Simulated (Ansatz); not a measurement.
**PbS: single points about a listed cell**

A set of self-consistent runs on PbS under moves of single atoms, further strains and shifts, distortions that keep the symmetry, other functionals, to map its energy surface near the listed cell.

Computed with Ansatz 0.2.0 (DFT PBE, scalar-relativistic, plane waves, PAW, unless a step's input says otherwise).

1 further run of the same task is left out (it didn't finish).

## (1) The structure to begin with

It takes space group Aem2 (No. 39, orthorhombic). The conventional cell has a = 11.298 Å, b = 6.009 Å, c = 6.012 Å, α = 90.00°, β = 90.00°, γ = 90.00°. Pb (site symmetry m) is surrounded by 5 S at 2.69 to 3.06 Å. Around S (site symmetry m) lie 5 Pb at 2.69 to 3.06 Å.

Structure file:

```cif
data_structure
_symmetry_space_group_name_H-M 'P 1'
_symmetry_Int_Tables_number 1
_cell_length_a 11.2983
_cell_length_b 4.2501
_cell_length_c 4.2501
_cell_angle_alpha 89.966
_cell_angle_beta 90.000
_cell_angle_gamma 90.000
_cell_volume 204.09
loop_
_atom_site_label
_atom_site_type_symbol
_atom_site_fract_x
_atom_site_fract_y
_atom_site_fract_z
_atom_site_occupancy
Pb1 Pb 0.62458 0.25664 0.75664 1
Pb2 Pb 0.37542 0.75664 0.25664 1
S1 S 0.61368 0.76436 0.26436 1
S2 S 0.38632 0.26436 0.76436 1
```

The structure comes from the Materials Project (structure only).

## (2) A change within the space group

The change: strain xx, yy, zz, yz, xz, xy = -2.6, +0.7, -6.9, +0.0, +0.0, +0.0 %; atoms moved by 0.25 Å root mean square, at most 0.26 Å.

Contents of input.yaml:

```yaml
crystal:
  lattice:
    - [11.0083632901, 0.0, 0.0]
    - [0.0, 3.0252554365, 2.7976720904]
    - [0.0, -3.0252554365, 2.7976720904]
  atoms:
    - { symbol: Pb, position: [0.6338442655, 0.2957346612, 0.7957346612] }
    - { symbol: Pb, position: [0.3661557345, 0.7957346612, 0.2957346612] }
    - { symbol: S, position: [0.6189399743, 0.7252653388, 0.2252653388] }
    - { symbol: S, position: [0.3810600257, 0.2252653388, 0.7252653388] }
basis:
  ecutwfc: 420
kpoints:
  mp_grid: { grid: [4, 6, 6] }
hamiltonian:
  xc: pbe
scf:
  occupations: { method: gaussian, width: 0.02 }
output:
  forces: true
  stress: true
  eigenvalues: true
```

The run is started by

```
$ ansatz run input.yaml --threads 1 --pin off --max-ram 1331MiB --backend cpu --events-out ev --progress --plain --runs-dir out
```

## (3) Functional and cell changed: PBEsol

Contents of input.yaml:

```yaml
crystal:
  lattice:
    - [11.6934908123, 0.0, 0.0]
    - [0.0, 3.1094680685, 3.111336994]
    - [0.0, -3.1094680685, 3.111336994]
  atoms:
    - { symbol: Pb, position: [0.6245814, 0.25663803, 0.75663803] }
    - { symbol: Pb, position: [0.3754186, 0.75663803, 0.25663803] }
    - { symbol: S, position: [0.61367525, 0.76436197, 0.26436197] }
    - { symbol: S, position: [0.38632475, 0.26436197, 0.76436197] }
basis:
  ecutwfc: 420
kpoints:
  mp_grid: { grid: [4, 6, 6] }
hamiltonian:
  xc: pbesol
scf:
  occupations: { method: gaussian, width: 0.02 }
output:
  forces: true
  stress: true
  eigenvalues: true
```

## (4) A distortion of lower symmetry

Contents of input.yaml:

```yaml
crystal:
  lattice:
    - [11.0361570517, 0.0, 0.0549096266]
    - [0.0146100386, 2.9747518922, 2.9264268136]
    - [0.0146100386, -2.9747518922, 2.9264268136]
  atoms:
    - { symbol: Pb, position: [0.631676765, 0.2575627948, 0.7575627948] }
    - { symbol: Pb, position: [0.3730722835, 0.7637845248, 0.2637845248] }
    - { symbol: S, position: [0.6122547767, 0.7543939764, 0.2543939764] }
    - { symbol: S, position: [0.3829961748, 0.266258704, 0.766258704] }
basis:
  ecutwfc: 420
kpoints:
  mp_grid: { grid: [4, 6, 6] }
hamiltonian:
  xc: pbe
scf:
  occupations: { method: gaussian, width: 0.02 }
output:
  forces: true
  stress: true
  eigenvalues: true
  populations: true
```

## (5) One atom moved

Contents of input.yaml:

```yaml
crystal:
  lattice:
    - [11.29827708, 0.0, 0.0]
    - [0.0, 3.00437503, 3.00618079]
    - [0.0, -3.00437503, 3.00618079]
  atoms:
    - { symbol: Pb, position: [0.6245814, 0.25663803, 0.75663803] }
    - { symbol: Pb, position: [0.3754186, 0.75663803, 0.25663803] }
    - { symbol: S, position: [0.61367525, 0.76436197, 0.26436197] }
    - { symbol: S, position: [0.38632475, 0.2793311296, 0.7793311296] }
basis:
  ecutwfc: 420
kpoints:
  mp_grid: { grid: [4, 6, 6] }
hamiltonian:
  xc: pbe
scf:
  occupations: { method: gaussian, width: 0.02 }
output:
  forces: true
  stress: true
  eigenvalues: true
```

## (6) A distortion that keeps the symmetry

Contents of input.yaml:

```yaml
crystal:
  lattice:
    - [10.9765021488, 0.0, 0.0]
    - [0.0, 2.9828036173, 3.0369039577]
    - [0.0, -2.9828036173, 3.0369039577]
  atoms:
    - { symbol: Pb, position: [0.6387194306, 0.2352102075, 0.7352102075] }
    - { symbol: Pb, position: [0.3612805694, 0.7352102075, 0.2352102075] }
    - { symbol: S, position: [0.6364634279, 0.7857897925, 0.2857897925] }
    - { symbol: S, position: [0.3635365721, 0.2857897925, 0.7857897925] }
basis:
  ecutwfc: 420
kpoints:
  mp_grid: { grid: [4, 6, 6] }
hamiltonian:
  xc: pbe
scf:
  occupations: { method: gaussian, width: 0.02 }
output:
  forces: true
  stress: true
  eigenvalues: true
```

## (7) A distortion that keeps the symmetry

Contents of input.yaml:

```yaml
crystal:
  lattice:
    - [10.5175661338, 0.0, 0.0]
    - [0.0, 3.0114953988, 2.8674154847]
    - [0.0, -3.0114953988, 2.8674154847]
  atoms:
    - { symbol: Pb, position: [0.6224531812, 0.2606224124, 0.7606224124] }
    - { symbol: Pb, position: [0.3775468188, 0.7606224124, 0.2606224124] }
    - { symbol: S, position: [0.6129133954, 0.7603775876, 0.2603775876] }
    - { symbol: S, position: [0.3870866046, 0.2603775876, 0.7603775876] }
basis:
  ecutwfc: 420
kpoints:
  mp_grid: { grid: [4, 6, 6] }
hamiltonian:
  xc: pbe
scf:
  occupations: { method: gaussian, width: 0.02 }
output:
  forces: true
  stress: true
  eigenvalues: true
```

**Question.** What will these runs give? Wanted: for each run, case; energy; pressure; largest force.

As calculated:

```
step                                  case  energy (meV/atom)  pressure (GPa)  largest force (eV/Å)  gap on the mesh (eV)
   2       a change within the space group               +0.0             4.3                  2.15                  1.73
   3   functional and cell changed: PBEsol                n/a            -3.3                  0.84                  1.93
   4        a distortion of lower symmetry             -201.5             1.1                  0.45                  1.69
   5                        one atom moved             -213.0             0.0                  0.13                  2.06
   6  a distortion that keeps the symmetry             -141.6            -1.1                  0.61                  1.75
   7  a distortion that keeps the symmetry             -103.5             4.6                  1.88                  2.11
```

Energies are counted from step 2, with the smearing taken to zero. Other atoms or functionals have another zero of energy (n/a). 

Among the distorted cells of the listed formula and level the largest force, 2.15 eV/Å, comes in step 2, shared by 4 atoms. Among the distorted cells of the listed formula and level the gap runs from 1.69 eV to 2.11 eV. Spin-orbit coupling is left out, which matters for the bands of Pb.

These are semilocal Kohn-Sham gaps, which aren't the measured quantity. Such gaps usually fall short of the measured ones; spin-orbit coupling, left out here, narrows gaps with Pb, so the two errors partly cancel.
